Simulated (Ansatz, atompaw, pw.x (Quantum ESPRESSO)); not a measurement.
pw.x on fcc Si: one setting changed

Potential: PAW, atompaw 4.2.0.5, PBE; core [Ne], reference 3s2 3p2; waves: 3s (bound): rc 2.00 bohr; 3s channel at 0.05 Ry: rc 1.50 bohr; 3p (bound): rc 2.00 bohr; 3p channel at 4 Ry: rc 2.00 bohr; 3d channel at 0.5 Ry: rc 2.00 bohr; 3d channel at 3.44 Ry: rc 2.00 bohr; local part: ultrasoft scheme with l = 3 at -0.5 Ry, radius 1.50 bohr; core correction: smooth core density matched at 2.00 bohr; augmentation: sinc compensation charge, radius 1.90 bohr; PAW radius 2.00 bohr; waves and projectors: custom polynom2 7 10 vanderbiltortho.

The reference run (k-mesh 15³, cutoffs 40/400 Ry, Fermi–Dirac 0.01 Ry, mixing_beta 0.4, conv_thr 1e-9, no spin) gives 0.36 GPa at 14.425 Å³/atom, where all-electron LAPW gives 0.32 GPa. This run, with its own iteration cap, changes k-mesh shift to 1.

```
&control
  calculation='scf', prefix='x', pseudo_dir='./', outdir='./tmp', tstress=.true., disk_io='none'
/
&system
  ibrav=0, nat=1, ntyp=1, ecutwfc=40, ecutrho=400, nbnd=9,
  occupations='smearing', smearing='fd', degauss=0.01
/
&electrons
  conv_thr=1e-09, mixing_beta=0.4, electron_maxstep=60
/
ATOMIC_SPECIES
Si 1.0 Si.UPF
CELL_PARAMETERS angstrom
  0.00000000 1.93209559 1.93209559
  1.93209559 0.00000000 1.93209559
  1.93209559 1.93209559 0.00000000
ATOMIC_POSITIONS crystal
Si 0.0000 0.0000 0.0000
K_POINTS automatic
15 15 15 1 1 1
```

```bash
pw.x < Si.scf.in > Si.scf.out
```

Question: How does the run end?

Answer: It converges in 8 iterations; the free energy moves by -1.9 meV/atom and the pressure by +0.07 GPa.

```
Message from routine setup:
     using ibrav=0 with symmetry is DISCOURAGED, use correct ibrav instead
     lattice parameter (alat)  =       5.1635  a.u.
     unit-cell volume          =      97.3447 (a.u.)^3
     number of electrons       =         4.00
     number of Kohn-Sham states=            9
     kinetic-energy cutoff     =      40.0000  Ry
     charge density cutoff     =     400.0000  Ry
     scf convergence threshold =      1.0E-09
     Exchange-correlation= SLA PW PBX PBC
     number of k points=   344  Fermi-Dirac smearing, width (Ry)=  0.0100
     iteration #  1     ecut=    40.00 Ry     beta= 0.40
     negative rho (up, down):  1.754E-07 0.000E+00
     total energy              =     -46.68983071 Ry
     estimated scf accuracy    <       0.00295728 Ry
     iteration #  2     ecut=    40.00 Ry     beta= 0.40
     negative rho (up, down):  2.889E-06 0.000E+00
     total energy              =     -46.68832984 Ry
     estimated scf accuracy    <       0.00129685 Ry
     iteration #  3     ecut=    40.00 Ry     beta= 0.40
     negative rho (up, down):  2.516E-06 0.000E+00
     total energy              =     -46.68839000 Ry
     estimated scf accuracy    <       0.00007177 Ry
     iteration #  4     ecut=    40.00 Ry     beta= 0.40
     negative rho (up, down):  1.671E-06 0.000E+00
     total energy              =     -46.68840102 Ry
     estimated scf accuracy    <       0.00000357 Ry
     iteration #  5     ecut=    40.00 Ry     beta= 0.40
     negative rho (up, down):  1.757E-06 0.000E+00
     total energy              =     -46.68840123 Ry
     estimated scf accuracy    <       0.00000034 Ry
     iteration #  6     ecut=    40.00 Ry     beta= 0.40
     negative rho (up, down):  1.781E-06 0.000E+00
     total energy              =     -46.68840124 Ry
     estimated scf accuracy    <          5.2E-09 Ry
     iteration #  7     ecut=    40.00 Ry     beta= 0.40
     negative rho (up, down):  1.785E-06 0.000E+00
     total energy              =     -46.68840125 Ry
     estimated scf accuracy    <          1.4E-09 Ry
     iteration #  8     ecut=    40.00 Ry     beta= 0.40
     negative rho (up, down):  1.784E-06 0.000E+00
     the Fermi energy is    10.7951 ev
!    total energy              =     -46.68840125 Ry
     estimated scf accuracy    <          4.9E-10 Ry
     smearing contrib. (-TS)   =      -0.00194199 Ry
     convergence has been achieved in   8 iterations
     negative rho (up, down):  1.784E-06 0.000E+00
          total   stress  (Ry/bohr**3)                   (kbar)     P=        4.27
     Message from routine punch:
     Nothing written, as per user request (disk_io='none')
```

The run took about 20 s on one core of a shared server CPU.
